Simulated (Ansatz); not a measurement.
**One atom moved along a line in MoS2**

Level of theory: Ansatz, DFT PBE+D3(BJ), scalar-relativistic, plane waves, PAW. Cutoff 420 eV, Γ-centred 6×6×6 k-points, Gaussian smearing of 0.05 eV. No spin polarisation. Energies are free energies at this smearing, counted from the undisturbed cell; pressure is positive in compression.

Reference structure (relaxed at this level):

```yaml
crystal:
  lattice:
    - [-6.30590, 0.00000, 0.00000]
    - [-3.15295, -5.46107, 0.00000]
    - [-3.15295, -1.82036, 5.99653]
  atoms:
    - { symbol: Mo, position: [0.49998, 0.49998, 0.00005] }
    - { symbol: Mo, position: [0.99998, 0.49998, 0.00005] }
    - { symbol: Mo, position: [0.49998, 0.99998, 0.00005] }
    - { symbol: Mo, position: [0.99998, 0.99998, 0.00005] }
    - { symbol: S, position: [0.74644, 0.74644, 0.26068] }
    - { symbol: S, position: [0.24644, 0.74644, 0.26068] }
    - { symbol: S, position: [0.74644, 0.24644, 0.26068] }
    - { symbol: S, position: [0.24644, 0.24644, 0.26068] }
    - { symbol: S, position: [0.92028, 0.92028, 0.73917] }
    - { symbol: S, position: [0.42028, 0.92028, 0.73917] }
    - { symbol: S, position: [0.92028, 0.42028, 0.73917] }
    - { symbol: S, position: [0.42028, 0.42028, 0.73917] }
```

Atom 5 (S) is moved by x along the Cartesian unit vector (1.000, 0.000, 0.000); the cell and all other atoms stay fixed.

| x (Å) | ΔE (meV/cell) |
| --- | --- |
| -0.4500 | 1206.8 |
| -0.2700 | 434.2 |
| -0.0900 | 48.2 |
| 0.0000 | 0.0 |
| 0.1800 | 192.8 |
| 0.3600 | 772.4 |

Q: Predict the gap on the mesh (eV) at each point.

A:
| x (Å) | gap on the mesh (eV) |
| --- | --- |
| -0.4500 | 0.71 |
| -0.2700 | 0.75 |
| -0.0900 | 0.78 |
| 0.0000 | 0.79 |
| 0.1800 | 0.76 |
| 0.3600 | 0.74 |

Cost: 6 runs of about 3.8 core-minutes in all, on Intel Xeon 6975P-C (Granite Rapids) (shared hosts).